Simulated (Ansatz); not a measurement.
# Residual resistivity of an alloy: Pt(111) with 4 layers of random Pt-Ag, 2x2

Wanted: resistance against the alloy's length, first Pt(111) with 4 layers of random Pt-Ag, 2x2.

Program: Ansatz 0.2.0. Level of theory: Ansatz plane-wave DFT, PBE, PAW files; ballistic transport by layer matching (Landauer), zero bias; PAW set soft_1. Results are calculated unless marked as measured.

### Step 1. The starting structure

The cell holds 40 atoms: 32 Pt and 8 Ag. Its edges and angles: a = 5.546 Å, b = 5.546 Å, c = 22.699 Å, α = 93.5°, β = 86.5°, γ = 120.0°. It derives from Pt. Regions: lead, 24 atoms (24 Pt); scattering region, 16 atoms (8 Ag and 8 Pt). The structure is stacked along c, and the current runs across the ab planes.

### Step 2. With 4 alloy layers

In 4 layers a share of 0.5 of the sites is given to Ag at random. The layers about the cell's end stay perfect and serve as the lead. Disorder leaves little or no symmetry, which makes such runs dear. Energies from -0.05 to 0.05 eV in steps of 0.05 eV are too few for the program's thermal sum, so it prints no conductance; for a metal the transmission near the Fermi level serves, at a fraction of the cost.

input.yaml reads:

```yaml
crystal:
  lattice:
    - [5.5462627489, 0.0, 0.0]
    - [-2.7731313745, 4.8032044366, 0.0]
    - [1.3865656872, -0.8005340728, 22.6425228571]
  atoms:
    - { symbol: Pt, position: [0.9916666667, 0.0083333333, 0.05] }
    - { symbol: Pt, position: [0.9916666667, 0.5083333333, 0.05] }
    - { symbol: Pt, position: [0.4916666667, 0.0083333333, 0.05] }
    - { symbol: Pt, position: [0.4916666667, 0.5083333333, 0.05] }
    - { symbol: Pt, position: [0.1416666667, 0.3583333333, 0.15] }
    - { symbol: Pt, position: [0.1416666667, 0.8583333333, 0.15] }
    - { symbol: Pt, position: [0.6416666667, 0.3583333333, 0.15] }
    - { symbol: Pt, position: [0.6416666667, 0.8583333333, 0.15] }
    - { symbol: Pt, position: [0.2916666667, 0.2083333333, 0.25] }
    - { symbol: Pt, position: [0.2916666667, 0.7083333333, 0.25] }
    - { symbol: Pt, position: [0.7916666667, 0.2083333333, 0.25] }
    - { symbol: Pt, position: [0.7916666667, 0.7083333333, 0.25] }
    - { symbol: Ag, position: [0.9416666667, 0.0583333333, 0.35] }
    - { symbol: Pt, position: [0.9416666667, 0.5583333333, 0.35] }
    - { symbol: Pt, position: [0.4416666667, 0.0583333333, 0.35] }
    - { symbol: Pt, position: [0.4416666667, 0.5583333333, 0.35] }
    - { symbol: Ag, position: [0.0916666667, 0.4083333333, 0.45] }
    - { symbol: Pt, position: [0.0916666667, 0.9083333333, 0.45] }
    - { symbol: Ag, position: [0.5916666667, 0.4083333333, 0.45] }
    - { symbol: Ag, position: [0.5916666667, 0.9083333333, 0.45] }
    - { symbol: Ag, position: [0.2416666667, 0.2583333333, 0.55] }
    - { symbol: Pt, position: [0.2416666667, 0.7583333333, 0.55] }
    - { symbol: Pt, position: [0.7416666667, 0.2583333333, 0.55] }
    - { symbol: Pt, position: [0.7416666667, 0.7583333333, 0.55] }
    - { symbol: Ag, position: [0.8916666667, 0.1083333333, 0.65] }
    - { symbol: Ag, position: [0.8916666667, 0.6083333333, 0.65] }
    - { symbol: Pt, position: [0.3916666667, 0.1083333333, 0.65] }
    - { symbol: Ag, position: [0.3916666667, 0.6083333333, 0.65] }
    - { symbol: Pt, position: [0.0416666667, 0.4583333333, 0.75] }
    - { symbol: Pt, position: [0.0416666667, 0.9583333333, 0.75] }
    - { symbol: Pt, position: [0.5416666667, 0.4583333333, 0.75] }
    - { symbol: Pt, position: [0.5416666667, 0.9583333333, 0.75] }
    - { symbol: Pt, position: [0.1916666667, 0.3083333333, 0.85] }
    - { symbol: Pt, position: [0.1916666667, 0.8083333333, 0.85] }
    - { symbol: Pt, position: [0.6916666667, 0.3083333333, 0.85] }
    - { symbol: Pt, position: [0.6916666667, 0.8083333333, 0.85] }
    - { symbol: Pt, position: [0.8416666667, 0.1583333333, 0.95] }
    - { symbol: Pt, position: [0.8416666667, 0.6583333333, 0.95] }
    - { symbol: Pt, position: [0.3416666667, 0.1583333333, 0.95] }
    - { symbol: Pt, position: [0.3416666667, 0.6583333333, 0.95] }
kpoints:
  mp_grid: { grid: [5, 5, 1] }
hamiltonian:
  xc: pbe
  pseudopotentials: { kind: paw, azcp: { folder: soft_1 } }
scf:
  occupations: { method: fermi_dirac, width: 0.1 }
output:
  transmission:
    leads: [[0, 4]]
    kmesh: [10, 10]
    e_range: [-0.05, 0.05]
    de: 0.05
  write_potential: true
  write_density: true
  volumetric_format: npy
```

Started as:

```sh
$ ansatz run input.yaml --threads 4 --pin off --max-ram 15360MiB --backend cpu --events-out ev --progress --plain --runs-dir out
```

Numbers of over 12 decimals in the logs are rounded to 6 here.

Output:

```text
Engine: ansatz 0.2.0, aarch64-unknown-linux-gnu
Pseudopotentials: kind: paw
Pseudopotential: Pt, paw, valence charge 18, recommended cutoff 420 eV (normal), soft_1/Pt.paw.azcp
Pseudopotential: Ag, paw, valence charge 19, recommended cutoff 420 eV (normal), soft_1/Ag.paw.azcp
Functional definition: PBE
  parameter kappa = 0.804
  parameter beta = 0.066725
  exchange = pbe_x(kappa = kappa, mu = beta*pi^2/3)
  correlation = pbe_c(beta = beta)
Crystal: 40 atoms, lattice volume = 603.193 Å³
Basis set: ecut = 420 eV, 11827 PW (Γ)
Bands: 437, of which v1, the nominal top of the filled ones, is band 364 counted from 1 (363 counted from 0)
Symmetry: 1 space group operations
Space group: P1 (ITA 1), of the structure as read, at distance tolerance 8.4e-5 Å
k-points: 13 of 25 (time reversal used)
Non-local potential: Pt, projectors of the file, l = 0: 3, l = 1: 2, l = 2: 2, l = 3: 1
Non-local potential: Ag, projectors of the file, l = 0: 3, l = 1: 2, l = 2: 2, l = 3: 1
PAW form: soft (Blöchl's): semilocal exchange-correlation on the pseudo side does not see the compensation charge
PAW one-centre angular grid: Pt, 590 points (default); XC on 64 Gauss nodes
PAW one-centre angular grid: Ag, 590 points (default); XC on 64 Gauss nodes
Initial density: superposition of atomic densities (chi_scale 0.1, normalization cell, long waves of neutral atoms (reshape's long-wave potential 9.22 eV rms, cloud 2.81 Å wide))
Initial wavefunctions: pseudopotential atomic-orbital guess
Functional: x = pbe(κ = 0.804, μ = 0.219515), c = pbe(β = 0.066725)
SCF iter   1: F=—  HF=-461535.738331 eV  |F-HF|=—  |Δ(HF+E_count)|=         —  Δρ=1.05e-1  dr2=3.25e2  ethr=3.10e-3  ⟨swp⟩=4.1  Hψ=16706  notcnv=0  defer=257
preconditioner: auto → Kerker (q_TF=auto, 2.815 Å⁻¹)  [metal: Δε(μ)=0.004 eV  Ē_g=9.312 eV  σ=0.100 eV  W_gap=0.01  n_scr=250 (ndim 8)  ℏωp=30.5 eV  f_vac=0.000  D(μ)=43.71/eV (n_scr^D=500)]
SCF iter   2: F=—  HF=-461520.296269 eV  |F-HF|=—  |Δ(HF+E_count)|=    1.54e1  Δρ=5.44e-2  dr2=1.34e2  ethr=3.10e-3  ⟨swp⟩=2.0  Hψ=8408  notcnv=0  defer=540
SCF iter   3: F=—  HF=-461514.352192 eV  |F-HF|=—  |Δ(HF+E_count)|=    5.94e0  Δρ=1.01e-2  dr2=4.13e0  ethr=3.10e-3  ⟨swp⟩=2.5  Hψ=9334  notcnv=0  defer=549
SCF iter   4: F=—  HF=-461514.092506 eV  |F-HF|=—  |Δ(HF+E_count)|=   2.60e-1  Δρ=3.93e-3  dr2=3.17e0  ethr=5.68e-4  ⟨swp⟩=1.4  Hψ=6560  notcnv=0  defer=551
SCF iter   5: F=—  HF=-461514.024064 eV  |F-HF|=—  |Δ(HF+E_count)|=   6.84e-2  Δρ=1.91e-3  dr2=2.78e-1  ethr=4.36e-4  ⟨swp⟩=1.0  Hψ=5105  notcnv=0  defer=551
SCF iter   6: F=—  HF=-461514.017789 eV  |F-HF|=—  |Δ(HF+E_count)|=   6.27e-3  Δρ=5.35e-4  dr2=3.75e-3  ethr=3.82e-5  ⟨swp⟩=1.0  Hψ=5105  notcnv=0  defer=551
SCF iter   7: F=—  HF=-461514.017678 eV  |F-HF|=—  |Δ(HF+E_count)|=   1.11e-4  Δρ=2.11e-4  dr2=3.22e-3  ethr=5.15e-7  ⟨swp⟩=2.2  Hψ=7330  notcnv=0  defer=551
SCF iter   8: F=—  HF=-461514.017641 eV  |F-HF|=—  |Δ(HF+E_count)|=   3.72e-5  Δρ=6.80e-5  dr2=8.05e-5  ethr=4.42e-7  ⟨swp⟩=1.0  Hψ=5105  notcnv=0  defer=551
SCF iter   9: F=—  HF=-461514.016525 eV  |F-HF|=—  |Δ(HF+E_count)|=   1.12e-3  Δρ=1.74e-5  dr2=2.19e-5  ethr=1.11e-8  ⟨swp⟩=2.0  Hψ=8247  notcnv=0  defer=574
SCF iter  10: F=—  HF=-461514.016525 eV  |F-HF|=—  |Δ(HF+E_count)|=   4.87e-7  Δρ=4.58e-6  dr2=3.88e-7  ethr=3.01e-9  ⟨swp⟩=1.0  Hψ=5105  notcnv=0  defer=574
SCF iter  11: F=-461514.016525 eV  HF=-461514.016525 eV  |F-HF|=5.62e-8  |Δ(HF+E_count)|=   2.69e-8  Δρ=1.68e-6  dr2=6.52e-8  ethr=1.37e-11  ⟨swp⟩=9.1  Hψ=20640  notcnv=0
SCF 1 converged in 11 iterations: F = -461514.016525 eV  dr2 = 6.52e-8
  greatest PAW one-centre occupation: 1.001 electrons in one spin orbital (limit 2), on the Ag atom at site 20 (counted from 0), in its partial waves of l = 0
transmission: 208 of 2080 steps passed
transmission: 416 of 2080 steps passed
[...]
transmission: 2080 of 2080 steps passed
SCF converged after 11 iterations
Free energy (F): -461514.016525 eV
Harris-Foulkes:  -461514.016525 eV  (|F-HF|=5.62e-8)
Internal energy: -461512.293302 eV  (E = F + TS)
E sigma→0 (E₀):  -461513.154913 eV
Entropy (-TS):   -1.723223 eV (-43.081 meV/atom)
Fermi energy:    22.597134 eV
--- Per-component energies (eV) ---
  E_band       = -5565.837873
  E_kinetic    = 22884.270262
  E_local      = -61099.060138  (includes V_loc(G=0)·N_el)
  E_nonlocal   = 6780.307039
  E_hartree    = 25174.010507
  E_xc         = -8726.660550
  E_vxc        = -10322.170356  (∫ρ·V_xc dr)
  E_paw        = -335125.711644  (= ΣΔE_a)
  E_vpaw       = -14157.239847  (= ΣTr[D̂ρ^β])
  E_aug_tail   = 0.038891  (compensation charges beyond the density's cutoff)
  E_ewald      = -111399.487669
  E_smearing   = -1.723223  (= −TS)
  E_closure    = -0.000000  (closes the sum)
  Σ components = -461514.016525   (vs F -461514.016525, Δ=0.00e0)
--- Band table (eV; the first three rows and the last of 13) ---
  k-point 0: bands = [... 360 lower, 22.8273, 22.8311, 22.8519, 22.9059, 22.9133, 22.9235, 22.9965, 23.0000, ... 69 higher]
  k-point 1: bands = [... 360 lower, 22.5268, 22.5572, 22.5863, 22.5976, 22.6312, 22.6901, 22.7823, 22.8136, ... 69 higher]
  k-point 2: bands = [... 360 lower, 22.4406, 22.4910, 22.5772, 22.6001, 22.6207, 22.6570, 22.7067, 22.7133, ... 69 higher]
  k-point 12: bands = [... 360 lower, 22.4554, 22.4773, 22.5289, 22.5842, 22.5966, 22.6196, 22.6629, 22.6918, ... 69 higher]
--- Transmission ---
  basis      : 241 plane waves across, 40 finite elements along
  points     : 52, standing for a mesh of 10 x 10
  energies   : 3 from -0.050000 to 0.050000 eV about the Fermi level, 0.050000 eV apart; the leads are filled to 0.000000 eV, and channels, transmission and decay are at 0.000000 eV
  crystal 0  : Pt4, at the sites [0, 4], period 2.2643 Å, over 13.59 Å; its Hamiltonian steps by up to 33.1 meV: too much for a lead, lay more layers or, if its atoms are ordered, name the step of that order
    offset         : up to 0.0000 Å between an atom of the period and one for which it stands
    channels       : 6.850000e0 a spin
    conductance    : none, the energies end too early or step too widely for 300 K: set another output.transmission.e_range or a lower de, or, where they end at an eighth of basis.ecutwfc, a higher one
  junction   : crystal 0 to crystal 0, 0.70 to 21.08 Å
    transmission   : 2.018829e0 a spin
    conductance    : none, the energies end too early or step too widely for 300 K: set another output.transmission.e_range or a lower de, or, where they end at an eighth of basis.ecutwfc, a higher one
```

Run time: 9.7 min. Hardware: 4 threads of Arm Neoverse V1, shared host; peak memory 5.8 GiB; 34 min of CPU time.

Numbers from this step:

```yaml
free_energy: -461514.0165 eV
energy_at_zero_smearing: -461513.1549 eV
fermi_energy: 22.60 eV
cell_area: 26.64 Å²
transmission_per_spin_nearest_the_fermi_level: 2.019
open_channels_per_spin_nearest_the_fermi_level: 6.85
step_of_the_lead_s_potential: 33.1 meV
```

Per spin. The transmission, zone mean by energy, zero at the Fermi level:

```
energy (eV)  transmission, zone mean
    -0.0500                     2.05
     0.0000                     2.02
     0.0500                     2.02
```

Per spin. The open channels, zone mean, lead by energy, zero at the Fermi level:

```csv
energy (eV),"open channels, zone mean, lead"
-0.0500,7.14
0.0000,6.85
0.0500,6.21
```

Transmission over k1 and k2. At 0.0000 eV from the Fermi level.

Ten even steps from '0' (1.27) to '9' (3.18):
```
3233322151
2335642255
4468197233
2462122632
2358202853
2236221264
4332791864
2552246533
3151223332
2332212233
```
Columns: k1 (b1) from -0.5 to 0.4; rows upwards: k2 (b2) from -0.5 to 0.4.

Open channels over k1 and k2. At 0.0000 eV from the Fermi level.

Values, 10 rows by 10 columns:
```
10.0  8.0  6.0  6.0  6.0  8.0 10.0  4.0  3.0  4.0
 6.0  6.0  8.0  7.0  7.0  8.0  6.0  6.0  3.0  3.0
 6.0  6.0  7.0  9.0  4.0  9.0  7.0  6.0  5.0  4.0
10.0  6.0  7.0  4.0  9.0  9.0  4.0  7.0  6.0 10.0
10.0  8.0  8.0  9.0  9.0  5.0  9.0  9.0  8.0  8.0
10.0 10.0  6.0  7.0  4.0  9.0  9.0  4.0  7.0  6.0
 6.0  4.0  5.0  6.0  7.0  9.0  4.0  9.0  7.0  6.0
 6.0  3.0  3.0  6.0  6.0  8.0  7.0  7.0  8.0  6.0
10.0  4.0  3.0  4.0 10.0  8.0  6.0  6.0  6.0  8.0
10.0 10.0  5.0  6.0 10.0 10.0 10.0  6.0  5.0 10.0
```
Columns: k1 (b1) from -0.5 to 0.4; rows upwards: k2 (b2) from -0.5 to 0.4.

Over the solved energies the transmission per spin lies between 2.02 and 2.05, out of 6.73 channels of the lead on average (up to 7.14). The log calls the step of a lead's potential too much.

### Step 3. With 8 alloy layers

In 8 layers a share of 0.5 of the sites is given to Ag at random. A fresh draw is used; the growth of the resistance with length is what counts.

System of this step: Pt(111) with 8 layers of random Pt-Ag, 2x2. The cell holds 56 atoms: 40 Pt and 16 Ag. Its edges and angles: a = 5.546 Å, b = 5.546 Å, c = 31.740 Å, α = 87.5°, β = 92.5°, γ = 120.0°. It derives from Pt. Regions: lead, 24 atoms (24 Pt); scattering region, 32 atoms (16 Pt and 16 Ag). The structure is stacked along c, and the current runs across the ab planes.

input.yaml reads:

```yaml
crystal:
  lattice:
    - [5.5462627489, 0.0, 0.0]
    - [-2.7731313745, 4.8032044366, 0.0]
    - [-1.3865656872, 0.8005340728, 31.6995319999]
  atoms:
    - { symbol: Pt, position: [0.005952381, 0.994047619, 0.0357142857] }
    - { symbol: Pt, position: [0.005952381, 0.494047619, 0.0357142857] }
    - { symbol: Pt, position: [0.505952381, 0.994047619, 0.0357142857] }
    - { symbol: Pt, position: [0.505952381, 0.494047619, 0.0357142857] }
    - { symbol: Pt, position: [0.1845238095, 0.3154761905, 0.1071428571] }
    - { symbol: Pt, position: [0.1845238095, 0.8154761905, 0.1071428571] }
    - { symbol: Pt, position: [0.6845238095, 0.3154761905, 0.1071428571] }
    - { symbol: Pt, position: [0.6845238095, 0.8154761905, 0.1071428571] }
    - { symbol: Pt, position: [0.3630952381, 0.1369047619, 0.1785714286] }
    - { symbol: Pt, position: [0.3630952381, 0.6369047619, 0.1785714286] }
    - { symbol: Pt, position: [0.8630952381, 0.1369047619, 0.1785714286] }
    - { symbol: Pt, position: [0.8630952381, 0.6369047619, 0.1785714286] }
    - { symbol: Pt, position: [0.0416666667, 0.9583333333, 0.25] }
    - { symbol: Pt, position: [0.0416666667, 0.4583333333, 0.25] }
    - { symbol: Pt, position: [0.5416666667, 0.9583333333, 0.25] }
    - { symbol: Ag, position: [0.5416666667, 0.4583333333, 0.25] }
    - { symbol: Ag, position: [0.2202380952, 0.2797619048, 0.3214285714] }
    - { symbol: Pt, position: [0.2202380952, 0.7797619048, 0.3214285714] }
    - { symbol: Ag, position: [0.7202380952, 0.2797619048, 0.3214285714] }
    - { symbol: Pt, position: [0.7202380952, 0.7797619048, 0.3214285714] }
    - { symbol: Ag, position: [0.3988095238, 0.1011904762, 0.3928571429] }
    - { symbol: Ag, position: [0.3988095238, 0.6011904762, 0.3928571429] }
    - { symbol: Pt, position: [0.8988095238, 0.1011904762, 0.3928571429] }
    - { symbol: Ag, position: [0.8988095238, 0.6011904762, 0.3928571429] }
    - { symbol: Pt, position: [0.0773809524, 0.9226190476, 0.4642857143] }
    - { symbol: Pt, position: [0.0773809524, 0.4226190476, 0.4642857143] }
    - { symbol: Pt, position: [0.5773809524, 0.9226190476, 0.4642857143] }
    - { symbol: Ag, position: [0.5773809524, 0.4226190476, 0.4642857143] }
    - { symbol: Ag, position: [0.255952381, 0.244047619, 0.5357142857] }
    - { symbol: Ag, position: [0.255952381, 0.744047619, 0.5357142857] }
    - { symbol: Ag, position: [0.755952381, 0.244047619, 0.5357142857] }
    - { symbol: Ag, position: [0.755952381, 0.744047619, 0.5357142857] }
    - { symbol: Pt, position: [0.4345238095, 0.0654761905, 0.6071428571] }
    - { symbol: Pt, position: [0.4345238095, 0.5654761905, 0.6071428571] }
    - { symbol: Ag, position: [0.9345238095, 0.0654761905, 0.6071428571] }
    - { symbol: Ag, position: [0.9345238095, 0.5654761905, 0.6071428571] }
    - { symbol: Ag, position: [0.1130952381, 0.8869047619, 0.6785714286] }
    - { symbol: Pt, position: [0.1130952381, 0.3869047619, 0.6785714286] }
    - { symbol: Pt, position: [0.6130952381, 0.8869047619, 0.6785714286] }
    - { symbol: Pt, position: [0.6130952381, 0.3869047619, 0.6785714286] }
    - { symbol: Pt, position: [0.2916666667, 0.2083333333, 0.75] }
    - { symbol: Pt, position: [0.2916666667, 0.7083333333, 0.75] }
    - { symbol: Ag, position: [0.7916666667, 0.2083333333, 0.75] }
    - { symbol: Ag, position: [0.7916666667, 0.7083333333, 0.75] }
    - { symbol: Pt, position: [0.4702380952, 0.0297619048, 0.8214285714] }
    - { symbol: Pt, position: [0.4702380952, 0.5297619048, 0.8214285714] }
    - { symbol: Pt, position: [0.9702380952, 0.0297619048, 0.8214285714] }
    - { symbol: Pt, position: [0.9702380952, 0.5297619048, 0.8214285714] }
    - { symbol: Pt, position: [0.1488095238, 0.8511904762, 0.8928571429] }
    - { symbol: Pt, position: [0.1488095238, 0.3511904762, 0.8928571429] }
    - { symbol: Pt, position: [0.6488095238, 0.8511904762, 0.8928571429] }
    - { symbol: Pt, position: [0.6488095238, 0.3511904762, 0.8928571429] }
    - { symbol: Pt, position: [0.3273809524, 0.1726190476, 0.9642857143] }
    - { symbol: Pt, position: [0.3273809524, 0.6726190476, 0.9642857143] }
    - { symbol: Pt, position: [0.8273809524, 0.1726190476, 0.9642857143] }
    - { symbol: Pt, position: [0.8273809524, 0.6726190476, 0.9642857143] }
kpoints:
  mp_grid: { grid: [5, 5, 1] }
hamiltonian:
  xc: pbe
  pseudopotentials: { kind: paw, azcp: { folder: soft_1 } }
scf:
  occupations: { method: fermi_dirac, width: 0.1 }
output:
  transmission:
    leads: [[0, 4]]
    kmesh: [10, 10]
    e_range: [-0.05, 0.05]
    de: 0.05
  write_potential: true
  write_density: true
  volumetric_format: npy
```

Output:

```text
[...]
Crystal: 56 atoms, lattice volume = 844.470 Å³
Basis set: ecut = 420 eV, 16521 PW (Γ)
Bands: 615, of which v1, the nominal top of the filled ones, is band 512 counted from 1 (511 counted from 0)
Symmetry: 1 space group operations
[...]
k-points: 13 of 25 (time reversal used)
[...]
SCF iter   1: F=—  HF=-622464.977478 eV  |F-HF|=—  |Δ(HF+E_count)|=         —  Δρ=1.04e-1  dr2=4.14e2  ethr=3.10e-3  ⟨swp⟩=4.0  Hψ=23569  notcnv=0  defer=357
[...]
SCF iter  14: F=-622435.546384 eV  HF=-622435.546384 eV  |F-HF|=2.56e-8  |Δ(HF+E_count)|=   3.26e-9  Δρ=3.20e-7  dr2=2.58e-8  ethr=9.77e-12  ⟨swp⟩=9.5  Hψ=29186  notcnv=0
SCF 1 converged in 14 iterations: F = -622435.546384 eV  dr2 = 2.58e-8
[...]
transmission: 292 of 2912 steps passed
transmission: 584 of 2912 steps passed
[...]
transmission: 2912 of 2912 steps passed
SCF converged after 14 iterations
Free energy (F): -622435.546384 eV
[...]
Internal energy: -622433.444948 eV  (E = F + TS)
E sigma→0 (E₀):  -622434.495666 eV
Entropy (-TS):   -2.101436 eV (-37.526 meV/atom)
Fermi energy:    22.280857 eV
[...]
--- Band table (eV; the first three rows and the last of 13) ---
  k-point 0: bands = [... 508 lower, 22.4930, 22.5006, 22.5046, 22.5374, 22.5792, 22.5796, 22.5984, 22.6769, ... 99 higher]
  k-point 1: bands = [... 508 lower, 22.2339, 22.2406, 22.2788, 22.3118, 22.3366, 22.3577, 22.4246, 22.4411, ... 99 higher]
  k-point 2: bands = [... 508 lower, 22.1816, 22.2586, 22.2798, 22.2927, 22.3198, 22.3299, 22.3758, 22.4163, ... 99 higher]
  k-point 12: bands = [... 508 lower, 22.1216, 22.1628, 22.1915, 22.2419, 22.2561, 22.2818, 22.3190, 22.3399, ... 99 higher]
--- Transmission ---
  basis      : 241 plane waves across, 56 finite elements along
  points     : 52, standing for a mesh of 10 x 10
[...]
channels       : 6.890000e0 a spin
[...]
junction   : crystal 0 to crystal 0, 0.70 to 30.13 Å
    transmission   : 1.455638e0 a spin
[...]
```

Run time: 19 min. Hardware: 4 threads; peak memory 9.8 GiB.

Numbers from this step:

```yaml
free_energy: -622435.5464 eV
energy_at_zero_smearing: -622434.4957 eV
fermi_energy: 22.28 eV
transmission_per_spin_nearest_the_fermi_level: 1.456
open_channels_per_spin_nearest_the_fermi_level: 6.89
step_of_the_lead_s_potential: 22.9 meV
```

Per spin. Table of transmission, zone mean by energy, zero at the Fermi level:

| energy (eV) | transmission, zone mean |
| --- | --- |
| -0.0500 | 1.40 |
| 0.0000 | 1.46 |
| 0.0500 | 1.52 |

Over the solved energies the transmission per spin lies between 1.40 and 1.52, out of 6.75 channels of the lead on average (up to 7.14).

[end of part 1 of 2]

[Logs are printed without paths, hosts, clocks, repeated set-up lines and the standing remarks that a program may print on its own settings, such as how far it seeks lower states.]

[Hosts, paths, dates, database ids (printed as entryN), source tags and the programs' standing remarks are cut or masked in the printed files.]
